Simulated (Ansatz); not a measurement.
Compressing Au: a fit and a missing row

Au, P6_3/mmc, a = 2.865 Å, c = 4.791 Å. This isn't the element's structure at ambient conditions. Ansatz: PBEsol, PAW, 420 eV, Γ-centred 18×18×10 mesh on 2 atoms, Gaussian smearing 0.10 eV; no spin polarisation. Shape and atoms are relaxed at each volume; pressure is positive in compression.

| V (Å³/atom) | P (GPa) |
| --- | --- |
| 14.986 | ? |
| 15.497 | 21.28 |
| 16.007 | 12.69 |
| 16.518 | 5.70 |
| 17.029 | 0.01 |
| 17.540 | -4.61 |
| 18.051 | -8.28 |
| 18.732 | -12.12 |

**Question.** Take V0 = 17.029 Å³/atom, count pressures from its P0 = 0.01 GPa, fit the third-order Birch–Murnaghan form to the other rows, and predict the missing pressure.

**Answer.** With the Eulerian strain f = ½[(V0/V)^(2/3) − 1] and y = (P − P0)/[3f(1 + 2f)^(5/2)], the form is the line y = B0 + 1.5 B0 (B0′ − 4) f. Rows (f, y): 0.03243, 186.8; 0.02106, 181.0; 0.01026, 175.7; -0.00976, 165.8; -0.01906, 159.8; -0.03078, 154.0. Means f = 0.0006917, y = 170.52; Σ(Δf)² = 0.003004, ΣΔfΔy = 1.561; the slope is their ratio. y = 170.2 + 519.6 f GPa, so B0 = 170.2 GPa and B0′ = 4 + 2 × (519.6)/(3 × 170.2) = 6.04. At V = 14.986, f = 0.04447, y = 193.31 and P = 31.92 GPa. The run gave 31.81 GPa, so the fit is 0.11 GPa too high, a small miss on the scale of the series.

Spin–orbit coupling is left out, which can shift energies with elements as heavy as these.